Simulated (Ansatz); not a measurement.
## Ansatz 0.2.0, settings compared: Tl

Run with:

```bash
ansatz run input.yaml --threads 1 --pin off --max-ram 2560MiB --backend cpu --events-out ev --progress --plain --runs-dir out
```

The input file (Ansatz 0.2.0, plane waves):

```yaml
crystal:
  lattice:
    - [0.0, 2.483022, 2.483022]
    - [2.483022, 0.0, 2.483022]
    - [2.483022, 2.483022, 0.0]
  atoms:
    - { symbol: Tl, position: [0.0, 0.0, 0.0] }
  symmetry: { tolerance: 0.0003 }
kpoints:
  mp_grid: { grid: [6, 6, 6], shift: [0, 0, 0] }
magnetization:
  spin_polarized: false
scf:
  occupations: { method: fermi_dirac }
hamiltonian:
  pseudopotentials: { kind: paw }
  xc: r2scan
basis:
  ecutwfc: 500
output:
  forces: true
  stress: true
  eigenvalues: true
```

Origin of the cell: a known structure type with other elements, at an estimated volume, so it need not be a known compound.

The smearing width isn't typed, so it takes its default of 0.1 eV.

Output of this run (shortened):

```
Pseudopotentials: kind: paw
Pseudopotential: Tl, paw, valence charge 13, recommended cutoff 500 eV (meta_gga), Tl.paw.azcp
Functional definition: r2SCAN
  exchange = r2scan_x(k0 = k0, k1 = k1, a1 = a1)
  correlation = r2scan_c
Crystal: 1 atoms, lattice volume = 30.618 Å³
Basis set: ecut = 500 eV, 749 PW (Γ), exchange–correlation on 108×108×108 points (64 copies of the dense FFT grid, shifted against one another)
Bands: 11, of which v1, the nominal top of the filled ones, is band 7 counted from 1 (6 counted from 0)
Symmetry: 48 space group operations
Space group: Fm-3m (ITA 225), of the structure as read, at distance tolerance 9.4e-4 Å
k-points: 16 of 216
[… 3 lines left out …]
Initial density: superposition of atomic densities (neutral atoms: chi_scale 0, normalization atom), corrected by the library's trained network
Functional: x = r2scan, c = r2scan; τ floored in thin density (d = 2e-4 eV/Å³)
SCF iter   1: F=—  HF=-11458.581499 eV  Δρ=7.61e-3  dr2=1.58e-2  dr2_τ=5.62e-3
SCF iter   2: F=—  HF=-11458.575934 eV  Δρ=1.07e-3  dr2=1.34e-4  dr2_τ=4.64e-4  defer=4
SCF iter   3: F=—  HF=-11458.576179 eV  Δρ=4.57e-4  dr2=2.76e-5  dr2_τ=4.73e-6  defer=4
SCF iter   4: F=—  HF=-11458.576235 eV  Δρ=4.88e-5  dr2=7.00e-7  dr2_τ=1.61e-8  defer=4
SCF iter   5: F=-11458.576235 eV  HF=-11458.576235 eV  Δρ=3.88e-6  dr2=4.97e-9  dr2_τ=3.75e-10  defer=4
SCF iter   6: F=-11458.576235 eV  HF=-11458.576235 eV  Δρ=1.22e-6  dr2=5.06e-10  dr2_τ=4.19e-11
SCF 1 converged in 6 iterations: F = -11458.576235 eV  dr2 = 5.06e-10
SCF converged after 6 iterations
Free energy (F): -11458.576235 eV
Harris-Foulkes:  -11458.576235 eV  (|F-HF|=2.56e-10)
Internal energy: -11458.553630 eV  (E = F + TS)
E sigma→0 (E₀):  -11458.564932 eV
Entropy (-TS):   -0.022605 eV (-22.605 meV/atom)
Fermi energy:    9.314440 eV
--- Per-component energies (eV) ---
  E_band       = -10.275196
  E_kinetic    = 334.054271
  E_local      = -917.150020  (includes V_loc(G=0)·N_el)
  E_nonlocal   = 317.293200
  E_hartree    = 339.654077
  E_xc         = -218.408207
  E_vxc        = -156.444621  (∫ρ·V_xc dr)
  E_paw        = -10191.663110  (= ΣΔE_a)
  E_vpaw       = -279.410956  (= ΣTr[D̂ρ^β])
  E_aug_tail   = 0.000018  (compensation charges beyond the density's cutoff)
  E_vtau       = 12.073938  (kinetic-family band-sum trace: ∫τ·v_τ [+ j·A + Jᵃ·Aᵃ] dr)
  E_ewald      = -1123.373619
  E_core_change = 1.039761  (= ΣΔE_core)
  E_smearing   = -0.022605  (= −TS)
  Σ components = -11458.576235   (vs F -11458.576235, Δ=0.00e0)
--- Forces (eV/Å), atoms counted from 1 ---
  atom   1  Tl    -0.000000     0.000000    -0.000000
  max |Σ_I F_I| component: 0.0 eV/Å
--- Stress (GPa, compression-positive) ---
       -0.543265      -0.000000       0.000000
        0.000000      -0.543265       0.000000
        0.000000       0.000000      -0.543265
  P = ⅓ Tr σ = -0.5433 GPa (-5.433 kbar)
```

The same input was run again with these changes:

1. `basis.ecutwfc` 500 → "18.4 Ry"; `scf.initial_density.chi_scale` default → 0.3
2. `scf.occupations.method` fermi_dirac → tetrahedron_uncorrected; `magnetization` { spin_polarized: false } → { spin_polarized: true } (starts: flip); `scf.mixing.algorithm` default → anderson; `scf.mixing.beta` default → 0.3; `scf.mixing.ndim` default → 4; typed moments: none
3. `scf.lower_state_search` default → full
4. `magnetization` { spin_polarized: false } → { spin_polarized: true } (starts: small); `basis.ecutwfc` 500 → "200 eV"; typed moments: Tl1 0.2

| run | end | SCF iterations | P (GPa) | max force component (eV/Å) | gap on mesh (eV) | moment (μB) | ΔE(σ→0) (meV/atom) |
| --- | --- | --- | --- | --- | --- | --- | --- |
| base | converged | 6 | -0.54 | 0.000 | none | – | 0 |
| 1 | converged | 6 | -0.63 | 0.000 | none | – | 774.31 |
| 2 | converged | 10 | 0.88 | 0.000 | none | 0.00 | 214.22 |
| 3 | converged | 8 | -0.54 | 0.000 | none | – | 0.00 |
| 4 | converged | 13 | -1.09 | 0.000 | none | 0.00 | 5031.08 |

Energies are compared only where functional, datasets, charge and starting cell are the same.

Not properties of the system: run 1 (too coarse or loose: `basis.ecutwfc` = "18.4 Ry"), run 4 (too coarse or loose: `basis.ecutwfc` = "200 eV").

Caveats of the base run: no moments, though an odd count or open d shells may carry them; no spin-orbit coupling, though heavy elements are present; the k mesh is coarse if the cell is a metal.

Run 1: the cutoff lies below the datasets' advice.
Run 2: spin is on but no moment was typed.
Run 4: a starting moment was lost; the cutoff lies below the datasets' advice.

The base run took 1.5 s of wall time on 1 CPU thread(s) of a shared host, from the program's own first density.
